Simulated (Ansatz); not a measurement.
BeS: experiment and calculation

**What was measured.**

From a printed reference work (data compilation), for a bulk crystal of BeS at 300 K: lattice constant a 4.865 Å.

The calculation below tries to reproduce these values; the comparison stands at the end.

Computed with DFT PBE, scalar-relativistic, plane waves, PAW in Ansatz 0.2.0.

Cutoff 420 eV; k points 8×8×8 on the computed 2-atom cell (Γ-centred); Gaussian smearing, width 0.02 eV; no spin polarisation.

Relaxed structure:

```cif
data_structure
_symmetry_space_group_name_H-M 'F-43m'
_symmetry_Int_Tables_number 216
_cell_length_a 4.8758
_cell_length_b 4.8758
_cell_length_c 4.8758
_cell_angle_alpha 90.000
_cell_angle_beta 90.000
_cell_angle_gamma 90.000
_cell_volume 115.92
loop_
_atom_site_label
_atom_site_type_symbol
_atom_site_symmetry_multiplicity
_atom_site_Wyckoff_symbol
_atom_site_fract_x
_atom_site_fract_y
_atom_site_fract_z
_atom_site_occupancy
Be1 Be 4 a 0.00000 0.00000 0.00000 1
S1 S 4 d 0.25000 0.25000 0.75000 1
```

| Property | Result |
| --- | --- |
| Space group | F-43m (No. 216) |
| Volume per atom | 14.49 Å³ |
| Formation energy from the elements' standard states (uncorrected) | -1.070 eV/atom |
| Kohn–Sham band gap | 3.14 eV |
| Orbital (Löwdin) character of the top 1 eV of the valence band | S 3p 93 %, unprojected 6 % |
| Bulk modulus | 93 GPa |
| Its pressure derivative | 3.8 |
| Bader charge by site (e) | Be (1 in the cell) 1.62, S (1 in the cell) -1.62 |

A measured lattice constant a of BeS is 4.865 Å (300 K; a printed reference work (data compilation)); the calculated 4.876 Å exceeds it by 0.2 %. The calculation is for 0 K without zero-point motion.

It was relaxed from a cell as deposited in COD. Kohn–Sham gaps at this level usually fall short of measured ones.
